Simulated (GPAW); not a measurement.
The system is PbS (Galena).

```
Pb S
1.0
     0.00000    2.96575    2.96575
     2.96575    0.00000    2.96575
     2.96575    2.96575    0.00000
Pb S
1 1
Cartesian
  0.0000 0.0000 0.0000
  2.9657 2.9657 2.9657
```

Base run:

```yaml
Program: GPAW 26.7.0
Functional: PBEsol
Potentials_or_basis: PAW data sets generated in the run's folder for this functional
Cutoff: 600 eV
Basis: pw
k_mesh: 8 × 8 × 8
Occupations: fermi-dirac, width 0.05 eV
Spin: no spin polarisation
```

Its results: band gap on the k mesh 0.20 eV, direct; pressure -1.1 GPa.

The run is repeated on the same cell with these changes: spin from no spin polarisation to spin-orbit coupling, no magnetisation. What comes out?

Band gap on the k mesh 0.37 eV, direct; pressure -1.1 GPa.

Caveats: spin-orbit coupling is left out, which as a rule narrows the gap of such compounds by several tenths of an eV (some runs); spin-orbit coupling was added after a scalar SCF, so levels and gaps hold it while energy, forces, pressure and moments don't (some runs); this program's spin-orbit splittings come out too wide for heavy elements (some runs).
